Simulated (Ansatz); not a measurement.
# TiAl$_{3}$: strain energy, fitted

TiAl$_{3}$, I4/mmm, a = 3.845 Å, c = 8.623 Å. Ansatz: PBE, PAW, 420 eV, Γ-centred 10×10×4 mesh on 8 atoms, Gaussian smearing 0.10 eV; no spin polarisation. Series: strain along c alone, the other axes held, atoms fixed by symmetry; x is the strain in per cent. y is the free energy over the unstrained cell, V0 = 15.938 Å³/atom.

| x (%) | y (meV/atom) |
| --- | --- |
| -3.0 | 10.46 |
| -2.0 | 4.62 |
| -1.0 | ? |
| 0.0 | 0.00 |
| 1.0 | 1.03 |
| 2.0 | 4.14 |
| 3.0 | 9.20 |

**Question.** Fit y = c2 x² + c3 x³ to the other rows, turn c2 into a modulus, and predict the missing energy.

**Answer.** Least squares on the rows shown. y = 1.092 x² − 0.02390 x³. In eV per unit strain² c2 is 10.92; this is C33 with relaxed ions (E = ½ C33 V0 ε²): 2 × 10.92 × 160.2 / (15.938) = 220 GPa. The unstrained cell keeps some stress along the strain, worth a slope of -0.05 meV/atom per %, which the form leaves out. At x = -1.0 the fit asked for gives 1.12 meV/atom. The run gave 1.16 meV/atom, so the fit is 0.04 meV/atom too low, within twice the rms miss on the fitted rows (0.04 meV/atom).